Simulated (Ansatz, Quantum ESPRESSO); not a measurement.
This is a calculation of AlNi for Quantum ESPRESSO 7.5 (ASE script). The cell comes from a database or a generator and needn't be the stable form of this composition.

File run.py:

```python
import numpy as np
from ase.calculators.espresso import Espresso, EspressoProfile
from ase.io import read

atoms = read('AlNi.xyz')
atoms.set_initial_magnetic_moments([1.0, 0.0])

input_data = {
    'control': {'calculation': 'scf', 'prefix': 'pwscf', 'outdir': './tmp', 'tprnfor': True, 'tstress': True, 'disk_io': 'nowf'},
    'system': {'ecutwfc': 45.0, 'ecutrho': 360.0, 'nbnd': 20, 'occupations': 'smearing', 'smearing': 'fd', 'degauss': 0.00367493, 'nspin': 2},
    'electrons': {'conv_thr': 4e-10, 'electron_maxstep': 120, 'mixing_beta': 0.3},
}
pseudopotentials = {'Al': 'al_pbesol_v1.uspp.F.UPF', 'Ni': 'ni_pbesol_v1.4.uspp.F.UPF'}
profile = EspressoProfile(command='mpirun -n 2 pw.x -nk 2', pseudo_dir='pseudo')
dft = Espresso(profile=profile, input_data=input_data, pseudopotentials=pseudopotentials, kpts=(10, 10, 9), koffset=(0, 0, 0))
atoms.calc = dft

print(f'energy {atoms.get_potential_energy():.8f} eV')
print('forces (eV/A)')
print(np.round(atoms.get_forces(), 6))
print('stress (eV/A^3, Voigt)')
print(np.round(atoms.get_stress(), 8))
print(f'Fermi level {dft.get_fermi_level():.4f} eV')
```

File AlNi.xyz:

```xyz
2
Lattice="1.9386940000 -1.9531901500 0.0000000000 1.9386940000 1.9531901500 0.0000000000 0.0000000000 0.0000000000 3.0994300413" Properties=species:S:1:pos:R:3 pbc="T T T"
Ni     1.9386940000      0.0000000000      1.5497150207
Al     0.0000000000      0.0000000000      0.0000000000
```

Potentials or basis: GBRV 1.5 PBEsol.

Run with:

```bash
$ OMP_NUM_THREADS=1 python run.py
```

Q: What does the same run look like in Ansatz 0.2.0? Potentials or basis there: all-electron LAPW, scalar-relativistic.

A: As run (cutoffs and basis follow the program's own potentials, and thresholds, step limits or extra output files can differ):

The input input.yaml:

```yaml
crystal:
  lattice:
    - [1.938694, -1.95319015, 0.0]
    - [1.938694, 1.95319015, 0.0]
    - [0.0, 0.0, 3.0994300413]
  atoms:
    - { symbol: Ni, position: [0.5, 0.5, 0.5], spin: 1.0 }
    - { symbol: Al, position: [0.0, 0.0, 0.0] }
kpoints:
  mp_grid: { grid: [10, 10, 9] }
scf:
  occupations: { method: fermi_dirac, width: 0.05 }
hamiltonian:
  xc: pbesol
  pseudopotentials: { kind: all_electron, lapw: { basis_error: 0.001 } }
magnetization:
  spin_polarized: true
output:
  forces: true
  stress: true
  eigenvalues: true
```

Potentials or basis: all-electron LAPW, scalar-relativistic.

Command:

```console
$ ansatz run input.yaml --threads 2 --pin off --max-ram 6144MiB --backend cpu --events-out ev --progress --plain --runs-dir out
```

Both were run:

|  | Quantum ESPRESSO | Ansatz |
| --- | --- | --- |
| Pressure | 0.5 GPa | 0.4 GPa |
| Net moment | 0.00 μB per cell | 0.00 μB per cell |
| Absolute moment | 0.00 μB per cell | 0.00 μB per cell |

Where Ansatz's input types no cutoff or centring, it takes its own default and a Γ-centred mesh.

The magnetic state is the one that the start led to; the real crystal's order can differ.

Pressure is positive in compression.
